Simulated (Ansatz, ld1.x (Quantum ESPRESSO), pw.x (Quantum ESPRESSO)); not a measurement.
## From atom to crystal: ultrasoft potential for palladium (Pd)

* Element: Pd (Z = 46)
* Generator: ld1.x (Quantum ESPRESSO) 7.5
* Type: ultrasoft
* Functional: PBEsol
* Relativity: scalar-relativistic
* Frozen core: [Ar] 3d10
* Valence charge: 18
* Reference configuration: 4s2 4p6 4d10 5s0
* Partial waves: 4s (bound): rcut 1.30, rcutus 1.75 bohr; 5s (bound, empty): rcut 1.30, rcutus 1.75 bohr; 4p (bound): rcut 1.30, rcutus 1.60 bohr; 4p channel at -2.1 Ry: rcut 1.30, rcutus 1.60 bohr; 4d (bound): rcut 1.90, rcutus 2.05 bohr; 4d channel at 0.8 Ry: rcut 1.90, rcutus 2.05 bohr
* Local potential: all-electron potential smoothed inside 2.00 bohr (lloc = -1)
* Core correction: Bessel-smoothed model core, default radius (core density twice the valence density)
* Augmentation charge: PSQ, radius 1.35 bohr

Atomic tests: cutoffs needed: 35 Ry and 60 Ry (the cutoffs (Ry, on a coarse ladder) from which the occupation-weighted sum of valence levels, in a spherical-Bessel basis at the reference potential, stays within 10 and 1 mRy of its value at 400 Ry); ghost test: no extra level below or beside the all-electron valence levels (s, p, d, f tested) (spherical-Bessel basis up to 400 Ry, 20 bohr box); largest excitation error: -223 meV (all-electron minus pseudo) for 4s2 4p5 4d10 5s0, out of 7 test configurations.

Crystal test: fcc Pd in pw.x 7.5, no spin, 15³ k-points, Fermi–Dirac smearing 0.01 Ry, cutoffs 75/600 Ry. The reference is all-electron LAPW (Ansatz 0.2.0) with the same functional, mesh and smearing; V0 and B0 come from Birch–Murnaghan fits to the pressures at five volumes. Errors are pseudo minus all-electron; Δ is the rms difference of the E(V) curves that follow from these fits, minima aligned, over ±6 % about the mean V0. Mesh and smearing are coarse, so the numbers serve the comparison and aren't converged zero-temperature values; the lattice is a test structure that the element need not adopt.

All-electron: a0 = 3.878 Å (V0 = 14.59 Å³/atom), B0 = 202.2 GPa.

Question: How far does the potential miss the all-electron equation of state?

Answer: mean pressure error (GPa): +1.71; a0 (Å): 3.889; a0 error (%): +0.27; B0 error (%): +0.3; Δ (meV/atom): 5.4.

| V (Å³/atom) | P all-electron (GPa) | P pseudo (GPa) |
| --- | --- | --- |
| 13.897 | 11.16 | 13.40 |
| 14.262 | 4.81 | 6.74 |
| 14.628 | -0.59 | 1.09 |
| 14.994 | -5.18 | -3.74 |
| 15.359 | -9.08 | -7.83 |

Question: At the middle volume, how do free energy and pressure move when the wave cutoff is lowered (ecutrho held at 600 Ry)?

Answer:

| cutoff (Ry) | shift of F (meV/atom) | shift of P (GPa) |
| --- | --- | --- |
| 34 | +219.8 | -5.50 |
| 45 | +61.7 | -2.09 |
| 60 | +4.9 | -0.16 |

The run at the middle volume (120 k-points, 11 iterations) took about 44 s on one core of a shared host (Neoverse-V1, 32 threads, 247 GiB, load 20).
